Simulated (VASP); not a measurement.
# SnSe2 in VASP: further runs

Runs on SnSe2. Level: PBE. Tasks: single point.

Everything below comes from runs of VASP 6.6.1. Logs are shortened: lines on timing, memory, paths and dates and some standing lists are left out, and cuts for length are marked.

**1. The structure**

The cell holds a slab with vacuum, 3 atoms: a = 3.811 Å, b = 3.811 Å, c = 11.056 Å, α = 90.00°, β = 90.00°, γ = 120.00°.

**2. Single point, PBE**

Contents of INCAR:

```
PREC = Accurate ; ENCUT = 460
EDIFF = 1E-7 ; ISMEAR = 0
SIGMA = 0.05 ; LREAL = F
LASPH = T ; NELM = 120
ALGO = Normal ; ISIF = 2
LWAVE = F ; LCHARG = F
LDIPOL = T ; IDIPOL = 3
DIPOL = 0.5 0.5 0.500 ; GGA = PE
NBANDS = 24 ; LVHAR = T
LVACPOTAV = T
```

Contents of KPOINTS:

```
regular mesh
0
Gamma
  9 9 1
```

Contents of POSCAR:

```
SnSe2
1.0
    3.8110000000      0.0000000000      0.0000000000
   -1.9055000000      3.3004228100      0.0000000000
    0.0000000000      0.0000000000     11.0557280000
Se Sn
2 1
Direct
    0.6666666667      0.3333333333      0.3618034018
    0.3333333333      0.6666666667      0.6381965982
    0.0000000000      0.0000000000      0.5000000000
```

Potentials or basis: VASP PAW PBE potentials, release 64 (Se, Sn_d).

Started as:

```bash
$ cat potpaw_PBE.64/Se/POTCAR potpaw_PBE.64/Sn_d/POTCAR > POTCAR
$ mpirun -np 1 vasp_std > vasp.out
```

OUTCAR:

```text
PREC = Accurate
   ENCUT = 460
   EDIFF = 1E-7
   ISMEAR = 0
   LREAL = F
   LASPH = T
   NELM = 120
   ISIF = 2
   GGA = PE

 Found     12 irreducible k-points:

 Following reciprocal coordinates:
            Coordinates               Weight
  0.000000  0.000000  0.000000      1.000000
  0.111111 -0.000000  0.000000      6.000000
  0.222222 -0.000000  0.000000      6.000000
  0.333333  0.000000  0.000000      6.000000
  0.444444 -0.000000  0.000000      6.000000
  0.111111  0.111111  0.000000      6.000000
   k-points           NKPTS =     12   k-points in BZ     NKDIM =     12   number of bands    NBANDS=     24
   number of dos      NEDOS =    301   number of ions     NIONS =      3
   total plane-waves  NPLWV =  62720
   dimension x,y,z NGX =    28 NGY =   28 NGZ =   80
   dimension x,y,z NGXF=    56 NGYF=   56 NGZF=  160
   ions per type =               2   1
   NGX,Y,Z   is equivalent  to a cutoff of  12.21, 12.21, 12.03 a.u.
   NGXF,Y,Z  is equivalent  to a cutoff of  24.43, 24.43, 24.06 a.u.
 SYSTEM =  unknown system
   PREC   = accura    normal or accurate (medium, high low for compatibility)
   ISTART =      0    job   : 0-new  1-cont  2-samecut
   ICHARG =      2    charge: 1-file 2-atom 10-const
   ISPIN  =      1    spin polarized calculation?
   LNONCOLLINEAR =      F non collinear calculations
   LSORBIT =      F    spin-orbit coupling
   LASPH  =      T    aspherical Exc in radial PAW
   ENCUT  =  460.0 eV  33.81 Ry    5.81 a.u.   6.66  6.66 19.33*2*pi/ulx,y,z
   NELM   =    120;   NELMIN=  2; NELMDL= -5     # of ELM steps
   EDIFF  = 0.1E-06   stopping-criterion for ELM
   LREAL  =      F    real-space projection
   EDIFFG = 0.1E-05   stopping-criterion for IOM
   NSW    =      0    number of steps for IOM
   IBRION =     -1    ionic relax: 0-MD 1-quasi-New 2-CG
   NFREE  =      0    steps in history (QN), initial steepest desc. (CG)
   ISIF   =      2    stress and relaxation
   ISYM   =      2    0-nonsym 1-usesym 2-fastsym
   POTIM  = 0.5000    time-step for ionic-motion
   TEBEG  =    0.0;   TEEND  =   0.0 temperature during run
   PSTRESS=    0.0 pullay stress
   NELECT =      26.0000    total number of electrons
   NUPDOWN=      -1.0000    fix difference up-down
   EMIN   =  10.00;   EMAX   =-10.00  energy-range for DOS
   EFERMI =   0.00;   METHOD = LEGACY
   ISMEAR =     0;   SIGMA  =   0.05  broadening in eV -4-tet -1-fermi 0-gaus
   EFERMI_NEDOS =   21; number of points for ismear=-14 and -15
   IALGO  =     38    algorithm
   IMIX   =      4    mixing-type and parameters
     AMIX     =   0.40;   BMIX     =  1.00
     AMIX_MAG =   1.60;   BMIX_MAG =  1.00
  volume/ion in A,a.u.               =      46.35       312.80
  Fermi-wavevector in a.u.,A,eV,Ry     =   0.936125  1.769020 11.923202  0.876331
  Thomas-Fermi vector in A             =   2.063103
   LORBIT       =      0    0 simple, 1 ext, 2 COOP (PROOUT), +10 PAW based schemes
   GGA     = PE    functional components
   LHFCALC =     F    Hartree Fock is set to
   AEXX    =    0.0000 exact exchange contribution
   IVDW    =     0    specifies the selected vdW correction
   LEPSILON=     F    determine dielectric tensor
   LRPA    =     F    only Hartree local field effects (RPA)
 non-spin polarized calculation
 Gauss-broadening in eV      SIGMA  =   0.05
  energy-cutoff  :      460.00
  volume of cell :      139.06
 maximum number of plane-waves:      3159
 NGX is ok and might be reduce to    28
   NGX = 13   NGY = 13   NGZ = 39

 number of electron      26.0000001 magnetization

 dipolmoment           0.000000      0.000000     -0.000000 electrons x Angstroem

 Free energy of the ion-electron system (eV)
  ---------------------------------------------------
  ext. energy  EPLUGINS =         0.00000000
  ---------------------------------------------------
  free energy    TOTEN  =       -11.77258969 eV

  energy without entropy =      -11.77258969  energy(sigma->0) =      -11.77258969

 E-fermi :  -0.2339     XC(G=0):  -6.0291

 val. band max:       -0.4937076671   @ k =   0.1111  -0.0000   0.0000
 cond. band min:       0.5370364798   @ k =   0.4444  -0.0000   0.0000
 fundamental gap:      1.0307441469
 Fermi energy:        -0.2338771894

 k-point     1 :       0.0000    0.0000    0.0000
  band No.  band energies     occupation
      1     -21.6034      2.00000
      2     -21.6034      2.00000
      3     -21.5630      2.00000
      4     -21.5492      2.00000
      5     -21.5492      2.00000
      6     -14.2104      2.00000
[... 16 lines left out ...]
     23       8.9605      0.00000
     24      10.1181      0.00000

 k-point     2 :       0.1111   -0.0000    0.0000
  band No.  band energies     occupation
      1     -21.6096      2.00000
      2     -21.5991      2.00000
      3     -21.5596      2.00000
      4     -21.5519      2.00000
      5     -21.5483      2.00000
      6     -14.0872      2.00000
[... 16 lines left out ...]
     23       9.4868      0.00000
     24       9.8575      0.00000

 k-point     3 :       0.2222   -0.0000    0.0000
  band No.  band energies     occupation
      1     -21.6269      2.00000
      2     -21.5903      2.00000
      3     -21.5606      2.00000
      4     -21.5472      2.00000
      5     -21.5439      2.00000
      6     -13.7323      2.00000
[... 16 lines left out ...]
     23       9.2919      0.00000
     24      10.1557      0.00000

 k-point     4 :       0.3333    0.0000    0.0000
  band No.  band energies     occupation
      1     -21.6479      2.00000
      2     -21.5847      2.00000
      3     -21.5673      2.00000
      4     -21.5350      2.00000
      5     -21.5345      2.00000
      6     -13.2066      2.00000
[... 16 lines left out ...]
     23      10.3792      0.00000
     24      10.7743      0.00000

 k-point     5 :       0.4444   -0.0000    0.0000
  band No.  band energies     occupation
      1     -21.6619      2.00000
      2     -21.5832      2.00000
      3     -21.5716      2.00000
      4     -21.5268      2.00000
      5     -21.5260      2.00000
      6     -12.6867      2.00000
[... 16 lines left out ...]
     23      11.0965      0.00000
     24      11.4508      0.00000

 k-point     6 :       0.1111    0.1111    0.0000
  band No.  band energies     occupation
      1     -21.6197      2.00000
      2     -21.5946      2.00000
      3     -21.5559      2.00000
      4     -21.5543      2.00000
      5     -21.5443      2.00000
      6     -13.8476      2.00000
[... 16 lines left out ...]
     23       9.7890      0.00000
     24      10.0336      0.00000

 [... further k-points ...]

------------------------ aborting loop because EDIFF is reached ----------------------------------------

  FORCE on cell =-STRESS in cart. coord.  units (eV):
  Direction    XX          YY          ZZ          XY          YZ          ZX
  --------------------------------------------------------------------------------------
  -------------------------------------------------------------------------------------
  Total        2.1500206      2.1500206      2.7031820      0.0000000      0.0000000      0.0000000
  in kB       24.7717869     24.7717868     31.1451193      0.0000000      0.0000000      0.0000000
  external PRESSURE =      26.8962310 kB  Pullay stress =       0.0000000 kB

 VOLUME and BASIS-vectors are now :
 -----------------------------------------------------------------------------
  energy-cutoff  :      460.00
  volume of cell :      139.06
      direct lattice vectors                 reciprocal lattice vectors
     3.811000000  0.000000000  0.000000000     0.262398321  0.151495741  0.000000000
    -1.905500000  3.300422810  0.000000000     0.000000000  0.302991482  0.000000000
     0.000000000  0.000000000 11.055728000     0.000000000  0.000000000  0.090450850

 POSITION                                       TOTAL-FORCE (eV/Angst)
 -----------------------------------------------------------------------------------
      1.90550      1.10014      4.00000         0.000000      0.000000     -0.882641
     -0.00000      2.20028      7.05573        -0.000000     -0.000000      0.882641
      0.00000      0.00000      5.52786        -0.000000      0.000000      0.000000
 -----------------------------------------------------------------------------------
    total drift:                               -0.000000     -0.000000     -0.000000

  FREE ENERGIE OF THE ION-ELECTRON SYSTEM (eV)
  ---------------------------------------------------
  free  energy   TOTEN  =       -11.7725896853 eV

  energy  without entropy=      -11.7725896853  energy(sigma->0) =      -11.77258969

 vacuum level on the upper side and lower side of the slab         5.584         5.584
```

It took 38 s on 1 thread of Intel Xeon 6975P-C (Granite Rapids), shared host; peak memory 0.24 GiB.

These settings aren't checked as converged: the numbers below hold their error.

What came out:

| Property | Result |
| --- | --- |
| Free energy | -11.7726 eV |
| Largest force | 0.883 eV/Å |
| Band gap on the k mesh | 1.03 eV, indirect (least direct gap 1.31 eV) |
| Ionisation potential of the upper face | 6.08 eV |

Caveat: spin-orbit coupling is left out, which moves the levels of the heavy elements.

**3. Single point, PBE**

This run uses another cell than the first one, of 75.70 Å³/atom, 1.633 times its volume.

Contents of INCAR:

```
PREC = Accurate ; ENCUT = 460
EDIFF = 1E-7 ; ISMEAR = 0
SIGMA = 0.05 ; LREAL = F
LASPH = T ; NELM = 120
ALGO = Normal ; ISIF = 2
LWAVE = F ; LCHARG = F
GGA = PE ; NBANDS = 24
LVHAR = T ; LVACPOTAV = T
IDIPOL = 3
```

Contents of KPOINTS:

```
regular mesh
0
Gamma
  7 7 1
```

Contents of POSCAR:

```
SnSe2
1.0
    3.8110000000      0.0000000000      0.0000000000
   -1.9055000000      3.3004228100      0.0000000000
    0.0000000000      0.0000000000     18.0557280000
Se Sn
2 1
Direct
    0.6666666667      0.3333333333      0.4153806482
    0.3333333333      0.6666666667      0.5846193518
    0.0000000000      0.0000000000      0.5000000000
```

Potentials or basis: VASP PAW PBE potentials, release 64 (Se, Sn_d).

Started as:

```bash
$ cat potpaw_PBE.64/Se/POTCAR potpaw_PBE.64/Sn_d/POTCAR > POTCAR
$ mpirun -np 1 vasp_std > vasp.out
```

Run time: 39 s. Hardware: 1 thread of Intel Xeon 6975P-C (Granite Rapids), shared host; peak memory 0.29 GiB.

These settings aren't checked as converged: the numbers below hold their error.

What came out:

* Free energy: -11.7704 eV
* Largest force: 0.880 eV/Å
* Band gap on the k mesh: 1.06 eV, indirect (least direct gap 1.34 eV)

Caveat: spin-orbit coupling is left out, which moves the levels of the heavy elements.
